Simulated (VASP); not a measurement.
## KI: K into a neighbouring K vacancy

How hard is this move in KI: K into a neighbouring K vacancy? Both ends are relaxed first, then a band of images between them. The start is a cell from a database of measured crystal structures.

Calculated with VASP 6.6.1; PBEsol; plane waves and PAW (I, K_pv).

## (1) The host crystal

It takes space group Fm-3m (No. 225, cubic). The conventional cell has a = 7.066 Å, b = 7.066 Å, c = 7.066 Å, α = 90.00°, β = 90.00°, γ = 90.00°. Nearest to I lie 6 K at 3.53 Å. K has 6 I at 3.53 Å nearest. Farther neighbours and most contacts between anions are not listed.

## (2) Relax the host

First cell and atoms are relaxed at a raised cutoff, so that later runs start from this functional's own cell.

Contents of INCAR:

```
SYSTEM = KI
PREC = Accurate
ENCUT = 350
EDIFF = 1E-06
NELM = 120
ISMEAR = 0
SIGMA = 0.1
LREAL = .FALSE.
ALGO = Normal
GGA = PS
NBANDS = 13
LORBIT = 11
LWAVE = .FALSE.
LCHARG = .FALSE.
KPAR = 6
LASPH = .TRUE.
IBRION = 2
NSW = 40
ISIF = 3
EDIFFG = -0.02
POTIM = 0.4
```

Contents of POSCAR:

```
KI
1.0
    0.0000000000      3.5327750000      3.5327750000
    3.5327750000      0.0000000000      3.5327750000
    3.5327750000      3.5327750000      0.0000000000
I K
1 1
Direct
    0.5000000000      0.5000000000      0.5000000000
    0.0000000000      0.0000000000      0.0000000000
```

Contents of KPOINTS:

```
Automatic mesh
0
Gamma
5 5 5
0 0 0
```

The projector-augmented-wave data sets are I and K_pv (PBE family, release 64).

On the command line:

```
$ mpirun -np 6 vasp_std
```

The program printed:

```text
[banner, memory and clock lines left out]
running    6 mpi-ranks, on    1 nodes
 distrk:  each k-point on    1 cores,    6 groups
 distr:  one band on    1 cores,    1 groups

 POSCAR found type information on POSCAR I K
 POSCAR found :  2 types and       2 ions
|                                                                             |
|           W    W    AA    RRRRR   N    N  II  N    N   GGGG   !!!           |
|           W    W   A  A   R    R  NN   N  II  NN   N  G    G  !!!           |
|           W    W  A    A  R    R  N N  N  II  N N  N  G       !!!           |
|           W WW W  AAAAAA  RRRRR   N  N N  II  N  N N  G  GGG   !            |
|           WW  WW  A    A  R   R   N   NN  II  N   NN  G    G                |
|           W    W  A    A  R    R  N    N  II  N    N   GGGG   !!!           |
|                                                                             |
|     For optimal performance we recommend to set                             |
|       NCORE = 2 up to number-of-cores-per-socket                            |
|     NCORE specifies how many cores store one orbital (NPAR=cpu/NCORE).      |
|     This setting can greatly improve the performance of VASP for DFT.       |
|     The default, NCORE=1 might be grossly inefficient on modern             |
|     multi-core architectures or massively parallel machines. Do your        |
|     Unfortunately you need to use the default for GW and RPA                |
|     calculations (for HF NCORE is supported but not extensively tested      |
|     yet).                                                                   |
|                                                                             |

|                                                                             |
|               ----> ADVICE to this user running VASP <----                  |
|                                                                             |
|     You enforced a specific xc type in the INCAR file but a different       |
|     [... a line on the potential file left out ...]
|     I HOPE YOU KNOW WHAT YOU ARE DOING!                                     |
|                                                                             |

 LDA part: xc-table for (Slater+PW92), standard interpolation
 POSCAR, INCAR and KPOINTS ok, starting setup
 FFT: planning ... GRIDC
 FFT: planning ... GRID_SOFT
 FFT: planning ... GRID
 WAVECAR not read
 entering main loop
       N       E                     dE             d eps       ncg     rms          rms(c)
DAV:   1     0.517512914068E+02    0.51751E+02   -0.48463E+03   292   0.648E+02
DAV:   2    -0.261535496496E+01   -0.54367E+02   -0.51407E+02   321   0.143E+02
DAV:   3    -0.579695456135E+01   -0.31816E+01   -0.31701E+01   345   0.304E+01
DAV:   4    -0.585632356687E+01   -0.59369E-01   -0.59365E-01   328   0.490E+00
DAV:   5    -0.585673758058E+01   -0.41401E-03   -0.41401E-03   310   0.417E-01    0.232E+00
DAV:   6    -0.577592262160E+01    0.80815E-01   -0.12007E-01   285   0.246E+00    0.165E+00
DAV:   7    -0.577005686542E+01    0.58658E-02   -0.95502E-02   305   0.188E+00    0.746E-01
DAV:   8    -0.577464221870E+01   -0.45854E-02   -0.78852E-03   275   0.570E-01    0.106E-01
DAV:   9    -0.577470260019E+01   -0.60381E-04   -0.17996E-04   338   0.855E-02    0.443E-02
DAV:  10    -0.577485236483E+01   -0.14976E-03   -0.19359E-04   270   0.815E-02    0.146E-02
DAV:  11    -0.577485253831E+01   -0.17348E-06   -0.74533E-06   310   0.132E-02
   1 F= -.57748525E+01 E0= -.57748525E+01  d E =-.577485E+01
 curvature:   0.00 expect dE= 0.000E+00 dE for cont linesearch  0.000E+00
 trial: gam= 0.00000 g(F)=  0.255E-61 g(S)=  0.259E-03 ort = 0.000E+00 (trialstep = 0.100E+01)
 search vector abs. value=  0.259E-03
 bond charge predicted
       N       E                     dE             d eps       ncg     rms          rms(c)
DAV:   1    -0.577597114477E+01   -0.11188E-02   -0.15748E-02   260   0.780E-01    0.143E-01
DAV:   2    -0.577525097800E+01    0.72017E-03   -0.10215E-03   260   0.178E-01    0.672E-02
DAV:   3    -0.577504461635E+01    0.20636E-03   -0.61996E-04   265   0.139E-01    0.422E-02
DAV:   4    -0.577504281177E+01    0.18046E-05   -0.11908E-05   315   0.235E-02    0.365E-02
DAV:   5    -0.577504075050E+01    0.20613E-05   -0.35344E-06   305   0.161E-02    0.406E-03
DAV:   6    -0.577504090044E+01   -0.14993E-06   -0.17186E-06   177   0.675E-03
   2 F= -.57750409E+01 E0= -.57750409E+01  d E =-.188362E-03
 trial-energy change:   -0.000188  1 .order   -0.000205   -0.000259   -0.000151
 step:   2.4071(harm=  2.4071)  dis= 0.00000  next Energy=    -5.775164 (dE=-0.311E-03)
 reached required accuracy - stopping structural energy minimisation
```

It took 13 s on 6 MPI ranks of AMD EPYC 7R43, shared host; peak memory 0.82 GiB; 64 s of CPU time.

Lines that name or quote the potential files are left out of all logs, and their timing lines are given in words.

OUTCAR, selected parts (step 2):

```text
ion  position               nearest neighbor table
   1  0.500  0.500  0.500-   2 3.53   2 3.53   2 3.53   2 3.53   2 3.53   2 3.53
   2  0.000  0.000  0.000-   1 3.53   1 3.53   1 3.53   1 3.53   1 3.53   1 3.53

  LATTYP: Found a face centered cubic cell.
 ALAT       =     7.0655500000

 Subroutine GETGRP returns: Found 48 space group operations
 (whereof 48 operations were pure point group operations)

The static configuration has the point symmetry O_h .

 Found     10 irreducible k-points:

   k-points           NKPTS =     10   k-points in BZ     NKDIM =     10   number of bands    NBANDS=     13

   dimension x,y,z NGX =    30 NGY =   30 NGZ =   30
   dimension x,y,z NGXF=    60 NGYF=   60 NGZF=   60

   ENCUT  =  350.0 eV  25.72 Ry    5.07 a.u.   7.62  7.62  7.62*2*pi/ulx,y,z

   NELECT =      14.0000    total number of electrons

 k-points in reciprocal lattice and weights: Automatic mesh
   0.00000000  0.00000000  0.00000000       0.008
   0.20000000  0.00000000  0.00000000       0.064
   0.40000000  0.00000000  0.00000000       0.064
   0.20000000  0.20000000  0.00000000       0.048
   0.40000000  0.20000000  0.00000000       0.192
  -0.40000000  0.20000000  0.00000000       0.192
  -0.20000000  0.20000000  0.00000000       0.096
   0.40000000  0.40000000  0.00000000       0.048
  -0.40000000  0.40000000  0.00000000       0.096
  -0.40000000  0.40000000  0.20000000       0.192

 average (electrostatic) potential at core
       1 -94.9558       2 -13.6898

 E-fermi :  -0.9157

 k-point     1 :       0.0000    0.0000    0.0000
  band No.  band energies     occupation
    ...
      3     -13.2373      2.00000
      4     -11.9377      2.00000
      5      -1.3872      2.00000
      6      -1.3872      2.00000
      7      -1.3872      2.00000
      8       2.4298      0.00000
      9       5.0386      0.00000
     10       5.0386      0.00000
     11       5.0386      0.00000
     12       5.7934      0.00000
    ...

 k-point     2 :       0.2000    0.0000    0.0000
  band No.  band energies     occupation
    ...
      3     -13.2382      2.00000
      4     -11.8264      2.00000
      5      -1.9661      2.00000
      6      -1.5142      2.00000
      7      -1.5142      2.00000
      8       3.2693      0.00000
      9       4.9695      0.00000
     10       5.4556      0.00000
     11       5.4556      0.00000
     12       6.2596      0.00000
    ...

 k-point     3 :       0.4000    0.0000    0.0000
  band No.  band energies     occupation
    ...
      3     -13.2396      2.00000
      4     -11.6594      2.00000
      5      -2.6516      2.00000
      6      -1.7015      2.00000
      7      -1.7015      2.00000
      8       3.9465      0.00000
      9       5.9595      0.00000
     10       6.3898      0.00000
     11       6.3898      0.00000
     12       7.2731      0.00000
    ...

  Total       -0.0390690     -0.0390690     -0.0390690     -0.0000000      0.0000000      0.0000000
  in kB       -0.7126018     -0.7126018     -0.7126018     -0.0000000      0.0000000      0.0000000
  external PRESSURE =      -0.7126018 kB  Pullay stress =       0.0000000 kB

  energy-cutoff  :      350.00
  volume of cell :       87.84
      direct lattice vectors                 reciprocal lattice vectors
     0.000000000  3.528218723  3.528218723    -0.141714570  0.141714570  0.141714570
     3.528218723  0.000000000  3.528218723     0.141714570 -0.141714570  0.141714570
     3.528218723  3.528218723 -0.000000000     0.141714570  0.141714570 -0.141714570

 POSITION                                       TOTAL-FORCE (eV/Angst)
 -----------------------------------------------------------------------------------
      3.52822      3.52822      3.52822         0.000000      0.000000      0.000000
      3.52822      3.52822      7.05644        -0.000000     -0.000000     -0.000000
 -----------------------------------------------------------------------------------
    total drift:                                0.000000      0.000000      0.000000

  FREE ENERGIE OF THE ION-ELECTRON SYSTEM (eV)
  ---------------------------------------------------
  free  energy   TOTEN  =        -5.7750409004 eV

  energy  without entropy=       -5.7750409004  energy(sigma->0) =       -5.77504090

 reached required accuracy - stopping structural energy minimisation

 total charge
# of ion       s       p       d       tot
------------------------------------------
    1        1.491   2.842   0.001   4.334
    2        0.068   6.071   0.062   6.201
--------------------------------------------------
tot          1.560   8.913   0.063  10.535

[... 3 further parts left out ...]
```

CONTCAR:

```
KI
   1.00000000000000
     0.0000000000000000    3.5282187230180657    3.5282187230180657
     3.5282187230180657    0.0000000000000000    3.5282187230180657
     3.5282187230180657    3.5282187230180657   -0.0000000000000000
  I               K
     1     1
Direct
     0.5000000000000000    0.5000000000000000    0.5000000000000000
     1.0000000000000000    1.0000000000000000    0.0000000000000000
```

The gap is read on the k-mesh alone, so it is an upper bound where the band edges lie off the mesh. The PAW data sets were made with PBE, which is usual practice but a small mismatch for other functionals. The run keeps the 48 symmetry operations of its start, so it cannot find a distortion of lower symmetry.

Step by step:

```tsv
step	energy less that of the first step (eV)	largest force (eV/Å)	pressure (GPa)	volume (Å³)
1	0.0000	0.0000	-0.12	88.18
2	-0.0002	0.0000	-0.07	87.84
```

```tsv
conventional cell, symmetrised	before	after	change
a (Å)	7.066	7.056	-0.1 %
b (Å)	7.066	7.056	-0.1 %
c (Å)	7.066	7.056	-0.1 %
volume (Å³/atom)	44.09	43.92	-0.4 %
```

Final coordinates:

```xyz
2
Lattice="0.0000 3.5282 3.5282 3.5282 0.0000 3.5282 3.5282 3.5282 0.0000" Properties=species:S:1:pos:R:3 pbc="T T T"
I     3.5282    3.5282    3.5282
K     0.0000    0.0000    0.0000
```

Numbers from this step:

| Item | Value |
| --- | --- |
| electronic cycles | 17 |
| electrons | 14 |
| free energy (TOTEN) | -5.775 eV |
| Fermi energy | -0.9157 eV |
| metallic | no |
| gap on the k-mesh | 3.817 eV |
| least direct gap on the k-mesh | 3.817 eV |

The run ended after 2 ionic steps, 0.000 eV below its first step, once forces and stress met EDIFFG = -0.02.

[end of part 1 of 5]

[Lines on the potential files, build, host, timing and source positions are cut from VASP's logs without a mark.]

[Logs are printed without paths, hosts, clocks, repeated set-up lines and the standing remarks that a program may print on its own settings, such as how far it seeks lower states.]

[Hosts, paths, dates, database ids (printed as entryN), source tags and the programs' standing remarks are cut or masked in the printed files.]

[Runs that stopped without an error message from VASP are left out.]
